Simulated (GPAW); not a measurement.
# Ge (P4_32_12) in GPAW: notebook

One crystal, Ge, is run at these levels: PBEsol; tasks: band structure.

Program: GPAW 26.7.0. These are calculated values, not measurements. Logs are shortened: lines on timing, memory, paths and dates and some standing lists are left out, and cuts for length are marked. The log counts tension as positive stress, the text compression.

**The experiment to reproduce.**

From “Properties of the exotic metastable ST12 germanium allotrope”, 2017, pmc:5216117, for a powder of Ge: band gap 0.74 ± 0.02 eV (optical).

The runs below are set against these values where they give the same quantity.

## 1. Starting point

It takes space group P4_32_12 (No. 96, tetragonal). The conventional cell has a = 5.930 Å, b = 5.930 Å, c = 6.980 Å, α = 90.00°, β = 90.00°, γ = 90.00°. Ge (site symmetry 1) is surrounded by 4 Ge at 2.44 to 2.55 Å. Around Ge (site symmetry 2) lie 4 Ge at 2.44 to 2.55 Å.

This isn't the form of Ge at room conditions, which is diamond.

## 2. Band structure, PBEsol

Contents of run.py:

```python
from ase import Atoms
from ase.dft.bandgap import bandgap
from ase.io import write
from ase.units import GPa
from gpaw import GPAW, PW, setup_paths

setup_paths.insert(0, '.')

atoms = Atoms(['Ge', 'Ge', 'Ge', 'Ge', 'Ge', 'Ge', 'Ge', 'Ge', 'Ge', 'Ge', 'Ge', 'Ge'],
              cell=[[5.93, 0.0, 0.0],
                    [0.0, 5.93, 0.0],
                    [0.0, 0.0, 6.98]],
              scaled_positions=[[0.375, 0.1667, 0.75],
                                [0.3333, 0.875, 0.5],
                                [0.625, 0.8333, 0.25],
                                [0.6667, 0.125, 0.0],
                                [0.875, 0.3333, 0.5],
                                [0.8333, 0.625, 0.75],
                                [0.125, 0.6667, 0.0],
                                [0.1667, 0.375, 0.25],
                                [0.575, 0.425, 0.25],
                                [0.925, 0.925, 0.5],
                                [0.425, 0.575, 0.75],
                                [0.075, 0.075, 0.0]],
              pbc=True)

calc = GPAW(mode=PW(600),
            xc='PBEsol',
            kpts={'size': (5, 5, 4), 'gamma': True},
            occupations={'name': 'fermi-dirac', 'width': 0.05},
            nbands=46,
            convergence={'density': 1e-05, 'energy': 1e-05},
            maxiter=150,
            txt='gpaw.txt')
atoms.calc = calc
energy = atoms.get_potential_energy()
forces = atoms.get_forces()
stress = atoms.get_stress()
calc.write('gs.gpw')
write('result.traj', atoms)
print(f'Energy: {energy:.6f} eV')
print('Forces (eV/A):')
print(forces.round(4))
print('Stress (GPa):', (stress / GPa).round(3))
print('Fermi level:', round(calc.get_fermi_level(), 4), 'eV')
print(f'Gap: {bandgap(calc)[0]:.4f} eV, direct: {bandgap(calc, direct=True)[0]:.4f} eV')

path = atoms.cell.bandpath('GXMGZRAZ,XR,MA', npoints=80, eps=1e-4)
bs_calc = calc.fixed_density(kpts=path, symmetry='off', nbands=83,
                             convergence={'bands': 'CBM+6.0', 'eigenstates': 1e-6}, txt='bands.txt')
bs = bs_calc.band_structure()
bs.write('bs.json')
print(f'Gap on the path: {bandgap(bs_calc)[0]:.4f} eV')
```

Potentials or basis: PAW data sets generated in the run's folder for this functional, pw.

Started as:

```bash
$ gpaw-setup -f PBEsol Ge
$ OMP_NUM_THREADS=1 python run.py
```

gpaw.txt:

```text
__  _  _
 | _ |_)|_||  |
 |__||  | ||/\| - 26.7.0

Input parameters:
  mode=PW(ecut=600.0),
  convergence={'density': 1e-05, 'energy': 1e-05},
  kpts=MonkhorstPack(size=(5, 5, 4), gamma=True),
  maxiter=150,
  nbands=46,
  occupations=Occupations(name='fermi-dirac', width=0.05),
  xc=XC(name='PBEsol')

Diagonalizing LCAO Hamiltonian
Converting LCAO to pw mode
     .--------------.
    /|              |
   / |              |
  /  |              |
 *   |    Ge    Ge  |
 |   |   Ge        Ge
 |   | Ge           |
 |   |        GGe   |
 |   |              |
 |   Ge----Ge-------.
 |  / Ge           /
 | /              /
 |/         Ge   /
 *Ge------------*

Atoms  # Å, Bohr magnetons
|    | symbol |        x |        y |        z |    initial magnetic moments |
|----|--------|----------|----------|----------|-----------------------------|
|  0 |     Ge | 2.223750 | 0.988531 | 5.235000 | ( 0.0000,  0.0000,  0.0000) |
|  1 |     Ge | 1.976469 | 5.188750 | 3.490000 | ( 0.0000,  0.0000,  0.0000) |
|  2 |     Ge | 3.706250 | 4.941469 | 1.745000 | ( 0.0000,  0.0000,  0.0000) |
|  3 |     Ge | 3.953531 | 0.741250 | 0.000000 | ( 0.0000,  0.0000,  0.0000) |
|  4 |     Ge | 5.188750 | 1.976469 | 3.490000 | ( 0.0000,  0.0000,  0.0000) |
|  5 |     Ge | 4.941469 | 3.706250 | 5.235000 | ( 0.0000,  0.0000,  0.0000) |
|  6 |     Ge | 0.741250 | 3.953531 | 0.000000 | ( 0.0000,  0.0000,  0.0000) |
|  7 |     Ge | 0.988531 | 2.223750 | 1.745000 | ( 0.0000,  0.0000,  0.0000) |
|  8 |     Ge | 3.409750 | 2.520250 | 1.745000 | ( 0.0000,  0.0000,  0.0000) |
|  9 |     Ge | 5.485250 | 5.485250 | 3.490000 | ( 0.0000,  0.0000,  0.0000) |
| 10 |     Ge | 2.520250 | 3.409750 | 5.235000 | ( 0.0000,  0.0000,  0.0000) |
| 11 |     Ge | 0.444750 | 0.444750 | 0.000000 | ( 0.0000,  0.0000,  0.0000) |

Unit cell  # Å
| periodic |        x |        y |        z |  lengths |    angles |
|----------|----------|----------|----------|----------|-----------|
|      yes | 5.930000 | 0.000000 | 0.000000 | 5.930000 | 90.000000 |
|      yes | 0.000000 | 5.930000 | 0.000000 | 5.930000 | 90.000000 |
|      yes | 0.000000 | 0.000000 | 6.980000 | 6.980000 | 90.000000 |

Number of symmetries: 2
Symmetry operations  # r_c * U_cc + t_c -> r_c
|   | kind |            matrix            |
|---|------|------------------------------|
| 0 |  E   |  1, 0, 0,  0, 1, 0,  0, 0, 1 |
| 1 |  C2  |  0, 1, 0,  1, 0, 0,  0, 0,-1 |

BZ-sampling:
  Number of BZ points: 100
  Number of IBZ points: 33

  Monkhorst-Pack size: [5, 5, 4]
  Monkhorst-Pack shift: [0.0, 0.0, 0.125]

K-points  # in reciprocal-cell coordinates
|     |                                coordinates |     weight |
|-----|--------------------------------------------|------------|
|   0 | (  0.00000000,   0.00000000,   0.00000000) | 0.01000000 |
|   1 | (  0.00000000,   0.00000000,   0.25000000) | 0.02000000 |
|   2 | (  0.00000000,   0.00000000,   0.50000000) | 0.01000000 |
|   3 | (  0.20000000,  -0.20000000,  -0.25000000) | 0.02000000 |
|   4 | (  0.20000000,  -0.20000000,   0.00000000) | 0.02000000 |
|   5 | (  0.20000000,  -0.20000000,   0.25000000) | 0.02000000 |
|   6 | (  0.20000000,  -0.20000000,   0.50000000) | 0.02000000 |
|   7 | (  0.20000000,   0.00000000,  -0.25000000) | 0.04000000 |
|   8 | (  0.20000000,   0.00000000,   0.00000000) | 0.04000000 |
|   9 | (  0.20000000,   0.00000000,   0.25000000) | 0.04000000 |
| ... |                                            |            |
|  32 | (  0.40000000,   0.40000000,   0.50000000) | 0.02000000 |

Plane wave coefficients: 8216
Cutoff: 600.0 eV

Spin-components: 1 (collinear spins)
Bands:           46
Projectors:      60
Spin-degeneracy: 2
Datatype:        complex128

Parallelization:
  kpt:    1
  domain: 1
  band:   1

Density:
  Valence electrons: 48.0
  Components: 1
  Grid points: [35 35 40]
  Charge: 0.0  # |e|

Potential:
  Grid points: [35 35 40]

species:
  Ge:
    name:    Germanium
    Z:       32.0
    valence: 4
    core:    28
    charge:  0.0  # [|e|]
    compensation charges:
      type: gauss
      rc: 0.32  # [Å]
      lmax: 2
    cutoffs:
      filter: 1.77  # [Å]
      core: 3.42  # [Å]
    projectors
    | kind |    occ | energy [eV] | rcut [Å] |
    |------|--------|-------------|----------|
    |   4s |  2.000 |     -11.738 |    1.005 |
    |   4p |  2.000 |      -3.898 |    1.005 |
    |    s |        |      15.473 |    1.005 |
    |    p |        |      23.314 |    1.005 |
    |    d |        |       0.000 |    1.005 |

    Using partial waves for Ge as LCAO basis

Reference energy: -684669.119258  # eV

eigensolver:
  PPCG
  Converge bands: occupied
  niter=2

density mixing:
  MSR1-Mixer
  Pratt-step length: 0.05
  Maximum mixing coefficient: 0.75
  Old densities: 10
  SVD Regularization: 0.005
  Good broyden scale: 1.0
  Trust region scale: 1.0
  Backstep threshold: 4.0
  History deletion threshold: 6.0
  Fourier metric: weight=20.0, sigma=0.015

occupation numbers:
  Fermi-Dirac:
    width: 0.0500  # eV

poisson solver:
  ecut: 4800.0  # eV

xc functional:
  name: PBEsol with 2 nearest neighbor stencil

convergence criteria:
- Maximum integral of absolute [dens]ity change: 1e-05 electrons / valence electron
- Maximum [total energy] change in last 3 cyles: 1e-05 eV / valence electron
- Maximum integral of absolute [eigenst]ate change: 4e-08 eV^2 / valence electron
maximum number of iterations: 150

SCF iterations
|iter     | |      energy | eigst |  dens |
|---------|-|-------------|-------|-------|
|iter:   1| |  -57.841329 | -0.60 |       |
|iter:   2| |  -57.841530 | -2.82 | -0.98 |
|iter:   3| |  -57.653782 | -2.36 | -1.00 |
|iter:   4| |  -57.597434 | -2.99 | -1.53 |
|iter:   5| |  -57.593755 | -4.03 | -2.02 |
|iter:   6| |  -57.593577 | -5.24 | -2.71 |
|iter:   7| |  -57.593578c| -6.39 | -3.17 |
|iter:   8| |  -57.593579c| -7.43c| -3.59 |
|iter:   9| |  -57.593579c| -7.79c| -4.33 |
|iter:  10| |  -57.593579c| -8.40c| -4.98 |
|iter:  11| |  -57.593579c| -9.04c| -5.48c|

Converged in 11 steps
Energy contributions relative to reference atoms: (reference = -684669.119258)

Energy contributions:
  Kinetic:         135.326848
  Coulomb:        -119.816247
  Zero:             -0.023632
  External:          0.000000
  Xc:              -73.080451
  Entropy:          -0.000194
  Spinorbit:         0.000000
  ----------------------------
  Free energy:     -57.593676
  Extrapolated:    -57.593579

dipole moment: (0.002215, 0.002215, -68.409796)  # |e|*Ang

Fermi level: 6.595
Eigenvalues  # (at kpt = [0.000, 0.000, 0.000])
| band index |      eig [eV] | occ [0-2] |
|------------|---------------|-----------|
|          0 |        -6.287 |     2.000 |
|        ... |               |           |
|         16 |         3.048 |     2.000 |
|         17 |         3.366 |     2.000 |
|         18 |         3.366 |     2.000 |
|         19 |         4.345 |     2.000 |
|         20 |         5.404 |     2.000 |
|         21 |         5.404 |     2.000 |
[... 8 lines left out ...]
|         30 |        10.203 |     0.000 |
|         31 |        10.281 |     0.000 |
|        ... |               |           |
|         45 |        14.215 |     0.000 |

Gap: 0.690 eV
Transition (v -> c):
  (s=0, k=15, n=23, [0.40, -0.40, 0.00]) -> (s=0, k=30, n=24, [0.40, 0.40, 0.00])
Direct/indirect transitions are different
Direct gap: 0.690 eV
Transition at: (s=0, k=30, n=23, [0.40, 0.40, 0.00])

Forces  # eV/Ang
|        x |        y |        z |
|----------|----------|----------|
| -0.34364 | -0.19734 |  0.11120 |  # Ge   0
|  0.19734 | -0.34364 |  0.11119 |  # Ge   1
|  0.34364 |  0.19734 |  0.11120 |  # Ge   2
| -0.19734 |  0.34364 |  0.11119 |  # Ge   3
| -0.34364 |  0.19734 | -0.11119 |  # Ge   4
|  0.19734 |  0.34364 | -0.11120 |  # Ge   5
|  0.34364 | -0.19734 | -0.11119 |  # Ge   6
| -0.19734 | -0.34364 | -0.11120 |  # Ge   7
|  0.62230 | -0.62230 |  0.00000 |  # Ge   8
| -0.62230 | -0.62230 |  0.00000 |  # Ge   9
| -0.62230 |  0.62230 | -0.00000 |  # Ge  10
|  0.62230 |  0.62230 |  0.00000 |  # Ge  11

Stress tensor  # eV/Ang^3
|         x |         y |         z |
|-----------|-----------|-----------|
| -0.007062 |  0.000000 | -0.000000 |
|  0.000000 | -0.007062 |  0.000000 |
| -0.000000 |  0.000000 | -0.000362 |

# Writing to gs.gpw (mode='')
```

Run time: 12 min. Hardware: 1 thread of Arm Neoverse V2, shared host; peak memory 1.6 GiB.

Results:

| Item | Value |
| --- | --- |
| Free energy | -57.5937 eV |
| Pressure | 0.8 GPa |
| Largest force | 0.880 eV/Å |
| Band gap on the k mesh | 0.69 eV, direct |
| Band gap along the path | 0.47 eV, direct |

Forces on the atoms (eV/Å):
```
Ge  -0.344 -0.197  0.111
Ge   0.197 -0.344  0.111
Ge   0.344  0.197  0.111
Ge  -0.197  0.344  0.111
Ge  -0.344  0.197 -0.111
Ge   0.197  0.344 -0.111
Ge   0.344 -0.197 -0.111
Ge  -0.197 -0.344 -0.111
Ge   0.622 -0.622  0.000
Ge  -0.622 -0.622  0.000
Ge  -0.622  0.622  0.000
Ge   0.622  0.622  0.000
```

Levels at the corners of the path, in eV from the valence-band top:
| point | band 20 | band 21 | band 22 | band 23 | band 24 | band 25 | band 26 | band 27 | band 28 | band 29 |
| --- | --- | --- | --- | --- | --- | --- | --- | --- | --- | --- |
| Γ | -1.94 | -0.88 | -0.88 | -0.87 | -0.09 | 1.44 | 1.44 | 1.48 | 2.38 | 3.41 |
| X | -1.82 | -0.57 | -0.57 | -0.14 | -0.14 | 1.31 | 1.31 | 2.25 | 2.25 | 2.52 |
| M | -1.15 | -0.33 | -0.33 | -0.03 | -0.03 | 1.17 | 1.17 | 1.46 | 1.46 | 1.98 |
| Γ | -1.94 | -0.88 | -0.88 | -0.87 | -0.09 | 1.44 | 1.44 | 1.48 | 2.38 | 3.41 |
| Z | -1.89 | -1.14 | -1.14 | -0.64 | -0.64 | 0.86 | 0.86 | 1.47 | 1.47 | 3.39 |
| R | -1.16 | -0.82 | -0.82 | -0.43 | -0.43 | 0.76 | 0.76 | 1.41 | 1.41 | 2.53 |
| A | -1.43 | -1.08 | -1.08 | -1.08 | -1.08 | 1.20 | 1.20 | 1.20 | 1.20 | 2.08 |
| Z | -1.89 | -1.14 | -1.14 | -0.64 | -0.64 | 0.86 | 0.86 | 1.47 | 1.47 | 3.39 |
| X | -1.82 | -0.57 | -0.57 | -0.14 | -0.14 | 1.31 | 1.31 | 2.25 | 2.25 | 2.52 |
| R | -1.16 | -0.82 | -0.82 | -0.43 | -0.43 | 0.76 | 0.76 | 1.41 | 1.41 | 2.53 |
| M | -1.15 | -0.33 | -0.33 | -0.03 | -0.03 | 1.17 | 1.17 | 1.46 | 1.46 | 1.98 |
| A | -1.43 | -1.08 | -1.08 | -1.08 | -1.08 | 1.20 | 1.20 | 1.20 | 1.20 | 2.08 |

Caveat: the mesh misses the band edges, which the band path finds closer together.

[end of part 1 of 2]
